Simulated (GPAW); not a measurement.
Sb:

```
Sb
1.0
     3.35453    0.00000    0.00000
    -1.67727    2.90511    0.00000
     0.00000    0.00000    5.47016
Sb
2
Direct
  0.66667 0.33333 0.75000
  0.33333 0.66667 0.25000
```

This isn't the form of Sb at room conditions, which is rhombohedral.

- Program: GPAW 26.7.0
- Task: relaxation of cell and atoms
- Functional: PBEsol
- Dispersion: D3(BJ)+ATM
- Potentials or basis: PAW data sets generated in the run's folder for this functional
- Cutoff: 600 eV
- Basis: pw
- k mesh: 7 × 7 × 4
- Occupations: fermi-dirac, width 0.05 eV
- Spin: no spin polarisation

At the start: pressure -4.5 GPa; volume 26.65 Å³/atom.

Q: Where does the relaxation end?

A: Over 6 steps the energy falls by 27.9 meV/atom and the volume is 24.89 Å³/atom (-6.6 %); space group P6_3/mmc (No. 194, to 0.05 Å).

The path:
| step | energy change (eV) | largest force (eV/Å) | pressure (GPa) | volume (Å³) |
| --- | --- | --- | --- | --- |
| 1 | 0.0000 | 0.0000 | -4.49 | 53.31 |
| 2 | -0.0219 | 0.0000 | -3.57 | 52.46 |
| 3 | -0.0552 | 0.0000 | 0.44 | 49.50 |
| 4 | -0.0555 | 0.0000 | 0.01 | 49.77 |
| 5 | -0.0556 | 0.0000 | -0.02 | 49.78 |
| 6 | -0.0559 | 0.0000 | -0.02 | 49.79 |

Final structure:
```
CELL_PARAMETERS angstrom
3.29334 0.00000 0.00000
-1.64667 2.85211 0.00000
0.00000 0.00000 5.30071
ATOMIC_POSITIONS crystal
Sb 0.66667 0.33333 0.75000
Sb 0.33333 0.66667 0.25000
```

Caveat: later steps reuse the first step's grids; pairwise dispersion overbinds metals, which lowers pressure and volume.
